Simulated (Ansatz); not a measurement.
Clean, relaxed (100) surface of HfN, space group Fm-3m (No. 225) (top face towards +c; atoms held fixed, by place in the list: 1, 2, 3, 4):

```yaml
crystal:
  lattice:
    - [3.18308, 0.00000, 0.00000]
    - [0.00000, 3.18308, 0.00000]
    - [0.00000, 0.00000, 23.75233]
  atoms:
    - { symbol: Hf, position: [0.50000, 0.50000, 0.35786] }
    - { symbol: N, position: [0.00000, 0.00000, 0.35786] }
    - { symbol: Hf, position: [0.00000, 0.00000, 0.45262] }
    - { symbol: N, position: [0.50000, 0.50000, 0.45262] }
    - { symbol: Hf, position: [0.50000, 0.50000, 0.54722] }
    - { symbol: N, position: [0.00000, 0.00000, 0.54840] }
    - { symbol: Hf, position: [0.00000, 0.00000, 0.63835] }
    - { symbol: N, position: [0.50000, 0.50000, 0.64509] }
```

Method: DFT PBEsol, scalar-relativistic, plane waves, PAW (Ansatz 0.2.0). Cutoff 420 eV; k points 9×9×1 on the computed 8-atom cell (Γ-centred); Gaussian smearing, width 0.10 eV; no spin polarisation. The cell repeats along c with a dipole correction in the vacuum.

The adsorption energy is E(slab + adsorbate) − E(slab) − E(free adsorbate, spin-polarised where open-shell). With the adsorbate the cell is lengthened along c to keep the vacuum.

(1) H (atom) is put at the hollow (Hf-Hf) at (0.00, 0.50) site, one adsorbate per 10.1 Å². What structure does it relax to?

Each end is the local minimum or symmetric point that its start leads to. The slab is only 6.8 Å thick, so the energies aren't converged with thickness.

For at least one of the starts the bottom face's work function also shifts by over 0.1 eV: the slab is too thin to screen the adsorbate, so the work functions aren't converged with thickness.

Spin polarisation was left out, and a magnetic state may lie lower.

Results:

(1) E_ads = -2.31 eV. Contacts: H–Hf 2.11 Å.

```yaml
crystal:
  lattice:
    - [3.18308, 0.00000, 0.00000]
    - [0.00000, 3.18308, 0.00000]
    - [0.00000, 0.00000, 25.75233]
  atoms:
    - { symbol: Hf, position: [0.50000, 0.50000, 0.33007] }
    - { symbol: N, position: [0.00000, 0.00000, 0.33007] }
    - { symbol: Hf, position: [0.00000, 0.00000, 0.41747] }
    - { symbol: N, position: [0.50000, 0.50000, 0.41747] }
    - { symbol: Hf, position: [0.50000, 0.50000, 0.50511] }
    - { symbol: N, position: [0.00000, 0.00000, 0.50948] }
    - { symbol: Hf, position: [0.00000, 0.00000, 0.60125] }
    - { symbol: N, position: [0.50000, 0.50000, 0.58669] }
    - { symbol: H, position: [0.00000, 0.50000, 0.65490] }
```